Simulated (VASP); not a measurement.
# Ge (P6_3/mmc) in VASP: settings compared

The runs below take Ge through relaxation of cell and atoms, with PBEsol, RPBE, revPBE, BLYP.

Everything below comes from runs of VASP 6.6.1. Logs are shortened: lines on timing, memory, paths and dates and some standing lists are left out, and cuts for length are marked.

## 1. Starting point

Symmetry: P6_3/mmc, No. 194, hexagonal system. The conventional cell has a = 3.998 Å, b = 3.998 Å, c = 6.599 Å, α = 90.00°, β = 90.00°, γ = 120.00°. Ge (site symmetry 3m) is surrounded by 4 Ge at 2.45 to 2.47 Å.

This isn't the form of Ge at room conditions, which is diamond.

## 2. Relaxation of cell and atoms, PBEsol

File INCAR:

```
PREC     = Accurate       # precision mode
ENCUT    = 600            # plane-wave cutoff, eV
EDIFF    = 1E-6           # SCF threshold, eV
ISMEAR   = -1             # smearing method
SIGMA    = 0.05           # smearing width, eV
LREAL    = F              # projectors in reciprocal space
LASPH    = T              # aspherical terms in the spheres
NELM     = 60             # most SCF steps
ALGO     = Fast           # electronic algorithm
ISIF     = 3              # what is computed and relaxed
LWAVE    = F              # write WAVECAR
LCHARG   = F              # write CHGCAR
GGA      = PS             # functional
IBRION   = 2              # ionic algorithm
NSW      = 60             # ionic steps
EDIFFG   = -0.02          # ionic threshold
```

File KPOINTS:

```
Automatic mesh
0
Gamma
  6 6 3
```

File POSCAR:

```
Ge
1.0
    3.9975858431      0.0000000000      0.0000000000
   -1.9987929216      3.4620108940      0.0000000000
    0.0000000000      0.0000000000      6.5993779500
Ge
4
Direct
    0.3333333333      0.6666666667      0.9370987500
    0.6666666667      0.3333333333      0.4370987500
    0.3333333333      0.6666666667      0.5629012500
    0.6666666667      0.3333333333      0.0629012500
```

Potentials or basis: VASP PAW PBE potentials, release 64 (Ge_d).

On the command line:

```console
cat potpaw_PBE.64/Ge_d/POTCAR > POTCAR
mpirun -np 1 vasp_std > vasp.out
```

OUTCAR:

```text
PREC = Accurate
   ENCUT = 600
   EDIFF = 1E-6
   ISMEAR = -1
   LREAL = F
   LASPH = T
   NELM = 60
   ISIF = 3
   GGA = PS
   IBRION = 2
   NSW = 60
   EDIFFG = -0.02

 ion  position               nearest neighbor table
   1  0.333  0.667  0.937-   4 2.45   4 2.45   4 2.45   3 2.47
   2  0.667  0.333  0.437-   3 2.45   3 2.45   3 2.45   4 2.47
   3  0.333  0.667  0.563-   2 2.45   2 2.45   2 2.45   1 2.47
   4  0.667  0.333  0.063-   1 2.45   1 2.45   1 2.45   2 2.47

  LATTYP: Found a hexagonal cell.
 ALAT       =     3.9975858431
 C/A-ratio  =     1.6508408347

  Lattice vectors:

 A1 = (   3.9975858431,   0.0000000000,   0.0000000000)
 A2 = (  -1.9987929216,   3.4620108940,   0.0000000000)
 A3 = (   0.0000000000,   0.0000000000,   6.5993779500)

Analysis of symmetry for initial positions (statically):
=====================================================================
 Subroutine PRICEL returns:
 Original cell was already a primitive cell.

 Routine SETGRP: Setting up the symmetry group for a
 hexagonal supercell.

 Subroutine GETGRP returns: Found 24 space group operations
 (whereof 12 operations were pure point group operations)
 out of a pool of 24 trial point group operations.

The static configuration has the point symmetry D_3d.
 The point group associated with its full space group is D_6h.

Analysis of symmetry for dynamics (positions and initial velocities):
=====================================================================
 Subroutine PRICEL returns:
 Original cell was already a primitive cell.

 Routine SETGRP: Setting up the symmetry group for a
 hexagonal supercell.

 Subroutine GETGRP returns: Found 24 space group operations
 (whereof 12 operations were pure point group operations)
 out of a pool of 24 trial point group operations.

The dynamic configuration has the point symmetry D_3d.
 The point group associated with its full space group is D_6h.

 Subroutine INISYM returns: Found 24 space group operations
 (whereof 12 operations are pure point group operations),
 and found     1 'primitive' translations

----------------------------------------------------------------------------------------

                                     Primitive cell

  volume of cell :      91.3333

  direct lattice vectors                    reciprocal lattice vectors
     3.997585843  0.000000000  0.000000000     0.250150976  0.144424733  0.000000000
    -1.998792922  3.462010894  0.000000000     0.000000000  0.288849467  0.000000000
     0.000000000  0.000000000  6.599377950     0.000000000  0.000000000  0.151529433

  length of vectors
     3.997585843  3.997585843  6.599377950     0.288849467  0.288849467  0.151529433

  position of ions in fractional coordinates (direct lattice)
     0.333333333  0.666666667  0.937098750
     0.666666667  0.333333333  0.437098750
     0.333333333  0.666666667  0.562901250
     0.666666667  0.333333333  0.062901250

  ion indices of the primitive-cell ions
   primitive index   ion index
                 1           1
                 2           2
                 3           3
                 4           4

----------------------------------------------------------------------------------------

 KPOINTS: Automatic mesh

Automatic generation of k-mesh.
 Grid dimensions read from file:
 generate k-points for:    6    6    3

 Generating k-lattice:

  Cartesian coordinates                     Fractional coordinates (reciprocal lattice)
     0.041691829  0.024070789  0.000000000     0.166666667  0.000000000  0.000000000
     0.000000000  0.048141578  0.000000000     0.000000000  0.166666667  0.000000000
     0.000000000  0.000000000  0.050509811     0.000000000  0.000000000  0.333333333

  Length of vectors
     0.048141578  0.048141578  0.050509811

  Shift w.r.t. Gamma in fractional coordinates (k-lattice)
     0.000000000  0.000000000  0.000000000

 Subroutine IBZKPT returns following result:
 ===========================================

 Found     14 irreducible k-points:

 Following reciprocal coordinates:
            Coordinates               Weight
  0.000000  0.000000  0.000000      1.000000
  0.166667 -0.000000  0.000000      6.000000
  0.333333  0.000000  0.000000      6.000000
  0.500000 -0.000000  0.000000      3.000000
  0.166667  0.166667  0.000000      6.000000
  0.333333  0.166667  0.000000     12.000000
  0.333333  0.333333  0.000000      2.000000
  0.000000  0.000000  0.333333      2.000000
  0.166667 -0.000000  0.333333     12.000000
  0.333333  0.000000  0.333333     12.000000
  0.500000 -0.000000  0.333333      6.000000
  0.166667  0.166667  0.333333     12.000000
  0.333333  0.166667  0.333333     24.000000
  0.333333  0.333333  0.333333      4.000000
   k-points           NKPTS =     14   k-points in BZ     NKDIM =     14   number of bands    NBANDS=     33
   number of dos      NEDOS =    301   number of ions     NIONS =      4
   total plane-waves  NPLWV =  55296
   dimension x,y,z NGX =    32 NGY =   32 NGZ =   54
   dimension x,y,z NGXF=    64 NGYF=   64 NGZF=  108
   ions per type =               4
   NGX,Y,Z   is equivalent  to a cutoff of  13.31, 13.31, 13.60 a.u.
   NGXF,Y,Z  is equivalent  to a cutoff of  26.62, 26.62, 27.21 a.u.
 SYSTEM =  unknown system
   PREC   = accura    normal or accurate (medium, high low for compatibility)
   ISTART =      0    job   : 0-new  1-cont  2-samecut
   ICHARG =      2    charge: 1-file 2-atom 10-const
   ISPIN  =      1    spin polarized calculation?
   LNONCOLLINEAR =      F non collinear calculations
   LSORBIT =      F    spin-orbit coupling
   LASPH  =      T    aspherical Exc in radial PAW
   ENCUT  =  600.0 eV  44.10 Ry    6.64 a.u.   7.98  7.98 13.18*2*pi/ulx,y,z
   NELM   =     60;   NELMIN=  2; NELMDL= -5     # of ELM steps
   EDIFF  = 0.1E-05   stopping-criterion for ELM
   LREAL  =      F    real-space projection
   EDIFFG = -.2E-01   stopping-criterion for IOM
   NSW    =     60    number of steps for IOM
   IBRION =      2    ionic relax: 0-MD 1-quasi-New 2-CG
   NFREE  =      1    steps in history (QN), initial steepest desc. (CG)
   ISIF   =      3    stress and relaxation
   ISYM   =      2    0-nonsym 1-usesym 2-fastsym
   POTIM  = 0.5000    time-step for ionic-motion
   TEBEG  =    0.0;   TEEND  =   0.0 temperature during run
   PSTRESS=    0.0 pullay stress
   NELECT =      56.0000    total number of electrons
   NUPDOWN=      -1.0000    fix difference up-down
   EMIN   =  10.00;   EMAX   =-10.00  energy-range for DOS
   EFERMI =   0.00;   METHOD = LEGACY
   ISMEAR =    -1;   SIGMA  =   0.05  broadening in eV -4-tet -1-fermi 0-gaus
   EFERMI_NEDOS =   21; number of points for ismear=-14 and -15
   IALGO  =     68    algorithm
   IMIX   =      4    mixing-type and parameters
     AMIX     =   0.40;   BMIX     =  1.00
     AMIX_MAG =   1.60;   BMIX_MAG =  1.00
  volume/ion in A,a.u.               =      22.83       154.09
  Fermi-wavevector in a.u.,A,eV,Ry     =   1.390789  2.628209 26.317650  1.934293
  Thomas-Fermi vector in A             =   2.514690
   LORBIT       =      0    0 simple, 1 ext, 2 COOP (PROOUT), +10 PAW based schemes
   GGA     = PS    functional components
   LHFCALC =     F    Hartree Fock is set to
   AEXX    =    0.0000 exact exchange contribution
   IVDW    =     0    specifies the selected vdW correction
   LEPSILON=     F    determine dielectric tensor
   LRPA    =     F    only Hartree local field effects (RPA)
 conjugate gradient relaxation of ions
 non-spin polarized calculation
 RMM-DIIS sequential band-by-band and
  energy-cutoff  :      600.00
  volume of cell :       91.33
 maximum number of plane-waves:      3063
 NGX is ok and might be reduce to    32
   NGX = 15   NGY = 15   NGZ = 27

--------------------------------------- Ionic step        1  -------------------------------------------

 number of electron      55.9999987 magnetization

 Free energy of the ion-electron system (eV)
  ---------------------------------------------------
  ext. energy  EPLUGINS =         0.00000000
  ---------------------------------------------------
  free energy    TOTEN  =       -19.63052416 eV

  energy without entropy =      -19.62851192  energy(sigma->0) =      -19.62951804

------------------------ aborting loop because EDIFF is reached ----------------------------------------

  FORCE on cell =-STRESS in cart. coord.  units (eV):
  Direction    XX          YY          ZZ          XY          YZ          ZX
  --------------------------------------------------------------------------------------
  -------------------------------------------------------------------------------------
  Total        0.1148919      0.1148919     -0.1915891     -0.0000000      0.0000000      0.0000000
  in kB        2.0154436      2.0154436     -3.3608733     -0.0000000      0.0000000      0.0000000
  external PRESSURE =       0.2233379 kB  Pullay stress =       0.0000000 kB
[... 61 lines left out ...]
  energy  without entropy=      -19.6287002894  energy(sigma->0) =      -19.62968946

--------------------------------------- Ionic step        3  -------------------------------------------

 number of electron      55.9999988 magnetization

 Free energy of the ion-electron system (eV)
  ---------------------------------------------------
  ext. energy  EPLUGINS =         0.00000000
  ---------------------------------------------------
  free energy    TOTEN  =       -19.63074986 eV

  energy without entropy =      -19.62876326  energy(sigma->0) =      -19.62975656

 E-fermi :   4.8494     XC(G=0): -10.0777

 val. band max:        4.7971105492   @ k =   0.0000   0.0000   0.0000
 cond. band min:       4.9565463934   @ k =   0.0000   0.0000   0.0000
 fundamental gap:      0.1594358441
 Fermi energy:         4.8493581916

 k-point     1 :       0.0000    0.0000    0.0000
  band No.  band energies     occupation
      1     -20.0044      2.00000
      2     -20.0044      2.00000
      3     -19.9681      2.00000
      4     -19.9655      2.00000
      5     -19.9655      2.00000
      6     -19.9549      2.00000
[... 524 lines left out ...]
  FREE ENERGIE OF THE ION-ELECTRON SYSTEM (eV)
  ---------------------------------------------------
  free  energy   TOTEN  =       -19.6307498598 eV

  energy  without entropy=      -19.6287632580  energy(sigma->0) =      -19.62975656

 reached required accuracy - stopping structural energy minimisation
```

Run time: 77 s. Hardware: 1 thread of Intel Xeon Platinum 8488C (Sapphire Rapids), shared host; peak memory 0.24 GiB.

What came out:

```yaml
Free_energy: -19.6307 eV
Relaxed_volume: 22.84 Å³/atom
Relaxed_cell: a = 4.001 Å, b = 4.001 Å, c = 6.590 Å, α = 90.00°, β = 90.00°, γ = 120.00°
Space_group_after_relaxing_to_0.05_Å: P6_3/mmc (No. 194)
Energy_gained_by_relaxing: 0.1 meV/atom
Ionic_steps: 3
Pressure_after_relaxing: 0.0 GPa
Largest_force_after_relaxing: 0.013 eV/Å
Band_gap_on_the_k_mesh: 0.16 eV, direct
```

Forces on the atoms (eV/Å):
```
Ge   0.000  0.000  0.013
Ge   0.000  0.000  0.013
Ge   0.000  0.000 -0.013
Ge   0.000  0.000 -0.013
```

Stress tensor (GPa, compression positive):
```
 0.07  0.00  0.00
 0.00  0.07  0.00
 0.00  0.00 -0.03
```

Step by step:
```csv
step,energy change (eV),largest force (eV/Å),pressure (GPa),volume (Å³)
1,0.0000,0.0200,0.02,91.33
2,-0.0002,0.0389,0.05,91.37
3,-0.0002,0.0127,0.04,91.36
```

Final structure:
```yaml
crystal:
  lattice:
    - [4.00093, 0.00000, 0.00000]
    - [-2.00046, 3.46490, 0.00000]
    - [0.00000, 0.00000, 6.59018]
  atoms:
    - { symbol: Ge, position: [0.33333, 0.66667, 0.93701] }
    - { symbol: Ge, position: [0.66667, 0.33333, 0.43701] }
    - { symbol: Ge, position: [0.33333, 0.66667, 0.56299] }
    - { symbol: Ge, position: [0.66667, 0.33333, 0.06299] }
```

Levels at points of the mesh, in eV from the valence-band top:
```tsv
k point	band 24	band 25	band 26	band 27	band 28	band 29	band 30	band 31	band 32	band 33
(0.00, 0.00, 0.00)	-1.46	-1.46	-0.13	-0.12	0.00	0.16	0.16	2.26	2.26	2.79
(0.50, 0.00, 0.00)	-6.71	-4.58	-3.05	-2.81	-1.40	0.49	1.65	3.53	3.70	4.37
```

Caveat: the PAW data sets were made with another functional, which shifts forces and pressure a little; an odd mesh through Γ misses points on the zone boundary, where band edges often lie.

## 3. Relaxation of cell and atoms, RPBE

Edit INCAR of step 2 so:

```diff
@@ -12,3 +12,3 @@
 LCHARG   = F              # write CHGCAR
-GGA      = PS             # functional
+GGA      = RP             # functional
 IBRION   = 2              # ionic algorithm
```

KPOINTS is that of step 2.

POSCAR is that of step 2.

Potentials or basis: VASP PAW PBE potentials, release 64 (Ge_d).

On the command line:

```console
cat potpaw_PBE.64/Ge_d/POTCAR > POTCAR
mpirun -np 1 vasp_std > vasp.out
```

It took 2.8 min on 1 thread of Intel Xeon Platinum 8488C (Sapphire Rapids), shared host; peak memory 0.23 GiB.

Results (log left out):

| Property | Result |
| --- | --- |
| Free energy | -16.6210 eV |
| Relaxed volume | 24.59 Å³/atom |
| Relaxed cell | a = 4.101 Å, b = 4.101 Å, c = 6.752 Å, α = 90.00°, β = 90.00°, γ = 120.00° |
| Space group after relaxing (to 0.05 Å) | P6_3/mmc (No. 194) |
| Energy gained by relaxing | 25.0 meV/atom |
| Ionic steps | 5 |
| Pressure after relaxing | 0.0 GPa |
| Band gap on the k mesh | 0.23 eV, direct |

Stress tensor (GPa, compression positive):
```
 0.08  0.00  0.00
 0.00  0.08  0.00
 0.00  0.00 -0.05
```

Step by step:
| step | energy change (eV) | largest force (eV/Å) | pressure (GPa) | volume (Å³) |
| --- | --- | --- | --- | --- |
| 1 | 0.0000 | 0.0236 | 4.70 | 91.33 |
| 2 | -0.0930 | 0.0555 | -1.00 | 100.47 |
| 3 | -0.0999 | 0.0378 | -0.06 | 98.50 |
| 4 | -0.0999 | 0.0361 | 0.07 | 98.35 |
| 5 | -0.1000 | 0.0002 | 0.04 | 98.37 |

Final structure:
```
CELL_PARAMETERS angstrom
4.10148 0.00000 0.00000
-2.05074 3.55198 0.00000
0.00000 0.00000 6.75239
ATOMIC_POSITIONS crystal
Ge 0.33333 0.66667 0.93721
Ge 0.66667 0.33333 0.43721
Ge 0.33333 0.66667 0.56279
Ge 0.66667 0.33333 0.06279
```

Levels at points of the mesh, in eV from the valence-band top:
```
           k point  band 26  band 27  band 28  band 29  band 30  band 31
(0.00, 0.00, 0.00)    -0.42    -0.07     0.00     0.23     0.23     2.40
(0.50, 0.00, 0.00)    -2.69    -2.39    -1.20     0.81     1.63     3.80
```

Caveat: the PAW data sets were made with another functional, which shifts forces and pressure a little; an odd mesh through Γ misses points on the zone boundary, where band edges often lie.

[end of part 1 of 2]
